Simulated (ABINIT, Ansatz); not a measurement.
# KBr (Fm-3m): a worked LO-TO splitting

How high does the longitudinal optical mode of KBr (Fm-3m) lie, given the transverse one, the Born charge and ε∞?

Method: DFT LDA, scalar-relativistic, plane waves, JTH PAW pseudopotentials, in ABINIT 10.8.3.

## (1) The relaxed structure

The structure is cubic, space group Fm-3m (No. 225). Conventional cell: a = 6.382 Å, b = 6.382 Å, c = 6.382 Å, α = 90.00°, β = 90.00°, γ = 90.00°. K has 6 Br at 3.19 Å nearest. Nearest to Br lie 6 K at 3.19 Å. Farther neighbours and most contacts between anions are not listed.

This is the cell after its relaxation at this level of theory, not the database cell from which that began.

## (2) What the response run gave

A linear-response run on the relaxed cell, with the response to an electric field; only its zone-centre results are used. Cutoff 24 Ha, k mesh 4×4×4 with shifts.

Numbers of over 12 decimals in the logs are rounded to 6 here.

The log of the run:

```text
[banners, grids, parts of the stress and lines that vanish by symmetry left out]
- input  file    -> dfpt_gamma.abi
- output file    -> dfpt_gamma.abo
- root for input  files -> dfpt_gammai
[...]
DATASET    1 : space group Fm -3 m (#225); Bravais cF (face-center cubic)
[...]
nfft =       64000          nkpt =         128
[...]
DATASET    2 : space group Fm -3 m (#225); Bravais cF (face-center cubic)
[...]
nfft =       64000          nkpt =         128
[...]
== DATASET  1 ==================================================================
[...]
cutoff_energies: {ecut:  24.0, pawecutdg:  48.0, }
[...]
Perturbation : derivative vs k along direction   1
[...]
-ETOT  1  -12.263742135200     -1.226E+01 5.936E-02 0.000E+00
 ETOT  2  -12.293941329438     -3.020E-02 1.171E-03 0.000E+00
 ETOT  3  -12.294142792173     -2.015E-04 3.879E-06 0.000E+00
 ETOT  4  -12.294144618598     -1.826E-06 4.392E-08 0.000E+00
 ETOT  5  -12.294144638735     -2.014E-08 1.431E-09 0.000E+00
[...]
At SCF step   12   max residual=  9.96E-21 < tolwfr=  1.00E-20 =>converged.
[...]
Perturbation : derivative vs k along direction   2
[...]
-ETOT  1  -12.263742135008     -1.226E+01 5.936E-02 0.000E+00
[...]
At SCF step   12   max residual=  9.96E-21 < tolwfr=  1.00E-20 =>converged.
[...]
Perturbation : derivative vs k along direction   3
[...]
-ETOT  1  -12.263742134816     -1.226E+01 5.936E-02 0.000E+00
[...]
At SCF step   12   max residual=  9.96E-21 < tolwfr=  1.00E-20 =>converged.
[...]
== DATASET  2 ==================================================================
[...]
cutoff_energies: {ecut:  24.0, pawecutdg:  48.0, }
[...]
Perturbation : displacement of atom   1   along direction   1
[...]
-ETOT  1   1014.8027960688     -2.750E+02 3.253E+00 5.364E+06
[...]
At SCF step   14       vres2   =  3.48E-12 < tolvrs=  1.00E-10 =>converged.
[...]
Perturbation : displacement of atom   2   along direction   1
[...]
-ETOT  1   211.31473740159     -2.014E+02 8.191E-01 1.538E+06
[...]
At SCF step   13       vres2   =  8.62E-12 < tolvrs=  1.00E-10 =>converged.
[...]
Perturbation : homogeneous electric field along direction   1
[...]
-ETOT  1  -39.892264555107     -3.989E+01 7.368E-01 5.141E+04
[...]
At SCF step   12       vres2   =  2.41E-11 < tolvrs=  1.00E-10 =>converged.
[...]
-ETOT  1   8.263029     -2.098E+01 6.802E+00 4.298E+04
[...]
-ETOT  1  0.525625     -1.467E+01 1.703E-01 1.739E+03
[...]
ETOT  9  7.46469388505443E-02 -3.288E-11 1.608E-13 2.139E-09
 ETOT 10  7.46469388496100E-02 -9.361E-13 5.932E-15 9.059E-11
 At SCF step   10       vres2   =  9.06E-11 < tolvrs=  1.00E-10 =>converged.
[...]
Dielectric tensor, in cartesian coordinates,
[...]
1    4   1    4         2.6971390644        -0.0000000000
   1    4   2    4        -0.0000000000        -0.0000000000
   1    4   3    4        -0.0000000000        -0.0000000000
   2    4   1    4        -0.0000000000        -0.0000000000
   2    4   2    4         2.6971390644        -0.0000000000
   2    4   3    4         0.0000000000        -0.0000000000
   3    4   1    4        -0.0000000000        -0.0000000000
   3    4   2    4         0.0000000000        -0.0000000000
   3    4   3    4         2.6971390644        -0.0000000000
  Effective charges, in cartesian coordinates,
[...]
1    1   1    4         1.0964374444         0.0000000000
   2    1   1    4        -0.0000000000         0.0000000000
   3    1   1    4         0.0000000000         0.0000000000
   1    2   1    4        -1.0956638560         0.0000000000
   2    2   1    4         0.0000000000         0.0000000000
[...]
Effective charges, in cartesian coordinates,
[...]
Rigid-atom elastic tensor , in cartesian coordinates,
[...]
Rigid-atom proper piezoelectric tensor, in cartesian coordinates,
[...]
2    4   2    6         0.0000000000         0.0000000000
   2    4   3    6         0.0000000000         0.0000000000
   3    4   1    5        -0.0000000000         0.0000000000
   3    4   2    5        -0.0000000000         0.0000000000
   3    4   3    5        -0.0000000000         0.0000000000
   3    4   1    6         0.0000000000         0.0000000000
   3    4   2    6        -0.0000000000         0.0000000000
   3    4   3    6         0.0000000000         0.0000000000
  Warning: The rigid-atom proper piezoelectric tensor
[...]
Phonon wavevector (reduced coordinates) :  0.00000  0.00000  0.00000
 Phonon energies in Hartree :
[...]
Phonon frequencies in cm-1    :
-  5.973319E+00  5.973319E+00  5.973319E+00  1.300333E+02  1.300333E+02
-  1.300333E+02
  Phonon at Gamma, with non-analyticity in the
[...]
Phonon energies in Hartree :
[...]
Phonon frequencies in cm-1    :
-  5.973319E+00  5.973319E+00  5.977418E+00  1.300333E+02  1.300333E+02
-  1.725077E+02
  Phonon at Gamma, with non-analyticity in the
[...]
Phonon energies in Hartree :
[...]
Phonon frequencies in cm-1    :
-  5.973319E+00  5.973319E+00  5.977417E+00  1.300333E+02  1.300333E+02
-  1.725077E+02
  Phonon at Gamma, with non-analyticity in the
[...]
Phonon energies in Hartree :
[...]
Phonon frequencies in cm-1    :
-  5.973319E+00  5.973319E+00  5.977417E+00  1.300333E+02  1.300333E+02
-  1.725077E+02
[...]
fcart2     0.0000000000E+00  0.0000000000E+00  0.0000000000E+00
           strten2     0.0000000000E+00  0.0000000000E+00  0.0000000000E+00
================================================================================
```

| quantity | value |
| --- | --- |
| cell volume Ω (Å³) | 64.983 |
| mass of K (u) | 39.098 |
| mass of Br (u) | 79.904 |
| Born charge of K, raw (e) | 1.096 |
| Born charge of Br, raw (e) | -1.096 |
| ε∞ | 2.697 |
| ω(TO) after the sum rule (cm⁻¹) | 129.8 |

## (3) The calculation

The charges must sum to zero over the cell; taking off their mean, 0.000 e, leaves Z* = 1.096 e on K. In the polar mode K moves against Br, so the reduced mass is μ = 39.10 × 79.90 / 119.00 = 26.253 u.

A longitudinal wave builds up a field that adds to the restoring force: ω(LO)² = ω(TO)² + 4π Z*² / (μ Ω ε∞), in Hartree atomic units. With μ = 47855 electron masses and Ω = 438.53 bohr³ the second term is 2.6671e-07 Ha², or 12847 cm⁻² (1 Ha = 219474.6 cm⁻¹).

So ω(LO) = √(16838 + 12847) = 172.3 cm⁻¹, and by the Lyddane-Sachs-Teller relation ε₀ = ε∞ (ω(LO)/ω(TO))² = 4.76.

## (4) Check against the program

The analysis program adds the same non-analytic term to the full matrix.

The log of the run:

```text
[banners, grids, parts of the stress and lines that vanish by symmetry left out]
-outvars_anaddb: echo values of input variables ----------------------

 Flags :
[...]
Dielectric Tensor and Effective Charges
[...]
Effective charge tensors after
[...]
Phonon wavevector (reduced coordinates) :  0.00000  0.00000  0.00000
 Phonon energies in Hartree :
[...]
Phonon energies in meV     :
-  0.000000E+00  0.000000E+00  0.000000E+00  1.608773E+01  1.608773E+01
-  1.608773E+01
 Phonon frequencies in cm-1    :
-  0.000000E+00  0.000000E+00  0.000000E+00  1.297563E+02  1.297563E+02
-  1.297563E+02
 Phonon frequencies in Thz     :
-  0.000000E+00  0.000000E+00  0.000000E+00  3.889995E+00  3.889995E+00
-  3.889995E+00
 Phonon energies in Kelvin  :
-  0.000000E+00  0.000000E+00  0.000000E+00  1.866903E+02  1.866903E+02
-  1.866903E+02
[...]
-  1  0.00000000E+00  0.00000000E+00  2.14705082E-03
-     0.00000000E+00  0.00000000E+00  0.00000000E+00
-  2  0.00000000E+00  0.00000000E+00  2.14705043E-03
-     0.00000000E+00  0.00000000E+00  0.00000000E+00
[...]
-  1  0.00000000E+00 -2.14705082E-03  0.00000000E+00
-     0.00000000E+00  0.00000000E+00  0.00000000E+00
-  2  0.00000000E+00 -2.14705043E-03  0.00000000E+00
-     0.00000000E+00  0.00000000E+00  0.00000000E+00
[...]
-  1  2.14705082E-03  0.00000000E+00  0.00000000E+00
-     0.00000000E+00  0.00000000E+00  0.00000000E+00
-  2  2.14705043E-03  0.00000000E+00  0.00000000E+00
-     0.00000000E+00  0.00000000E+00  0.00000000E+00
[...]
-  1  0.00000000E+00  0.00000000E+00 -3.06935815E-03
-     0.00000000E+00  0.00000000E+00  0.00000000E+00
-  2  0.00000000E+00  0.00000000E+00  1.50188611E-03
-     0.00000000E+00  0.00000000E+00  0.00000000E+00
[...]
-  1  0.00000000E+00 -3.06935816E-03  0.00000000E+00
-     0.00000000E+00  0.00000000E+00  0.00000000E+00
-  2  0.00000000E+00  1.50188611E-03  0.00000000E+00
-     0.00000000E+00  0.00000000E+00  0.00000000E+00
[...]
-  1  3.06935816E-03  0.00000000E+00  0.00000000E+00
-     0.00000000E+00  0.00000000E+00  0.00000000E+00
-  2 -1.50188611E-03  0.00000000E+00  0.00000000E+00
-     0.00000000E+00  0.00000000E+00  0.00000000E+00
[...]
-     1         -0.000000     0.000000     0.000000     0.000000
-     2          0.000000    -0.000000     0.000000     0.000000
-     3          0.000000     0.000000    -0.000000     0.000000
-     4          0.000033    -0.000040    -1.466245     1.466245
-     5          0.000009    -1.466245     0.000040     1.466245
-     6          1.466245     0.000009     0.000033     1.466245
[...]
-   1     Real    0.0000E+00  0.0000E+00  0.0000E+00  0.0000E+00  0.0000E+00  0.0000E+00  0.0000E+00
[...]
-  5.165128E+00
 Phonon energies in Kelvin  :
-  0.000000E+00  0.000000E+00  0.000000E+00  1.866903E+02  1.866903E+02
-  2.478870E+02
[...]
-  1  0.00000000E+00  0.00000000E+00  2.14705082E-03
-     0.00000000E+00  0.00000000E+00  0.00000000E+00
-  2  0.00000000E+00  0.00000000E+00  2.14705043E-03
-     0.00000000E+00  0.00000000E+00  0.00000000E+00
[...]
Phonon at Gamma, with non-analyticity in the
[...]
Phonon energies in Hartree :
[...]
Phonon energies in meV     :
-  0.000000E+00  0.000000E+00  0.000000E+00  1.608773E+01  1.608773E+01
-  2.136125E+01
 Phonon frequencies in cm-1    :
-  0.000000E+00  0.000000E+00  0.000000E+00  1.297563E+02  1.297563E+02
-  1.722901E+02
 Phonon frequencies in Thz     :
-  0.000000E+00  0.000000E+00  0.000000E+00  3.889995E+00  3.889995E+00
-  5.165128E+00
 Phonon energies in Kelvin  :
-  0.000000E+00  0.000000E+00  0.000000E+00  1.866903E+02  1.866903E+02
-  2.478870E+02
[...]
Phonon at Gamma, with non-analyticity in the
[...]
Phonon energies in Hartree :
[...]
Phonon energies in meV     :
-  0.000000E+00  0.000000E+00  0.000000E+00  1.608773E+01  1.608773E+01
-  2.136125E+01
 Phonon frequencies in cm-1    :
-  0.000000E+00  0.000000E+00  0.000000E+00  1.297563E+02  1.297563E+02
-  1.722901E+02
 Phonon frequencies in Thz     :
-  0.000000E+00  0.000000E+00  0.000000E+00  3.889995E+00  3.889995E+00
-  5.165128E+00
 Phonon energies in Kelvin  :
-  0.000000E+00  0.000000E+00  0.000000E+00  1.866903E+02  1.866903E+02
-  2.478870E+02
[...]
-  1  0.00000000E+00 -2.14705073E-03 -4.77176642E-07
-     0.00000000E+00  0.00000000E+00  0.00000000E+00
-  2  0.00000000E+00 -2.14705039E-03 -4.77233461E-07
-     0.00000000E+00  0.00000000E+00  0.00000000E+00
[...]
-  1  2.14705078E-03  0.00000000E+00  0.00000000E+00
-     0.00000000E+00  0.00000000E+00  0.00000000E+00
-  2  2.14705044E-03  0.00000000E+00  0.00000000E+00
-     0.00000000E+00  0.00000000E+00  0.00000000E+00
[...]
-  1  3.39001575E-04  1.98091503E-03 -2.31991661E-03
-     0.00000000E+00  0.00000000E+00  0.00000000E+00
-  2 -1.65878901E-04 -9.69293457E-04  1.13517236E-03
-     0.00000000E+00  0.00000000E+00  0.00000000E+00
[...]
-  1  2.48308630E-03 -1.53512713E-03 -9.47959176E-04
-     0.00000000E+00  0.00000000E+00  0.00000000E+00
-  2 -1.21501391E-03  7.51162295E-04  4.63851610E-04
-     0.00000000E+00  0.00000000E+00  0.00000000E+00
[...]
Direction                     Dielectric constant
[...]
Elastic Tensor (clamped ion) (unit:10^2GP):
[...]
Elastic Tensor (relaxed ion) (unit:10^2GP):
[...]
0.0000000   0.0000000  -0.0000000  -0.0000000  19.9676922   0.0000000
  -0.0000000   0.0000000   0.0000000  -0.0000000  -0.0000000  19.9676931
-
```

| quantity | by hand | program |
| --- | --- | --- |
| ω(LO) (cm⁻¹) | 172.3 | 172.3 |
| ε₀ | 4.76 | 4.76 |

## (5) Results

| Item | Value |
| --- | --- |
| TO mode | 129.8 cm⁻¹ |
| LO mode | 172.3 cm⁻¹ |
| static dielectric constant | 4.755 |

In words: The LO mode of KBr (Fm-3m) lies at 172 cm⁻¹, 43 cm⁻¹ above the TO mode; the formula meets the program within 0.1 cm⁻¹, as it must for a cubic crystal with one polar mode. ω(LO)² − ω(TO)² goes with Z*²/ε∞: an error of 5 % in ε∞ would move the LO mode by 1.8 cm⁻¹, and semilocal functionals tend to overestimate ε∞. These are harmonic values at zero temperature, at the volume of this functional, for the structure held cubic; stability elsewhere in the zone is no part of this calculation.

[Host names and launcher messages were left out of these logs when they were recorded.]

[Logs are printed without paths, hosts, clocks, repeated set-up lines and the standing remarks that a program may print on its own settings, such as how far it seeks lower states.]

[Hosts, paths, dates, database ids (printed as entryN), source tags and the programs' standing remarks are cut or masked in the printed files.]
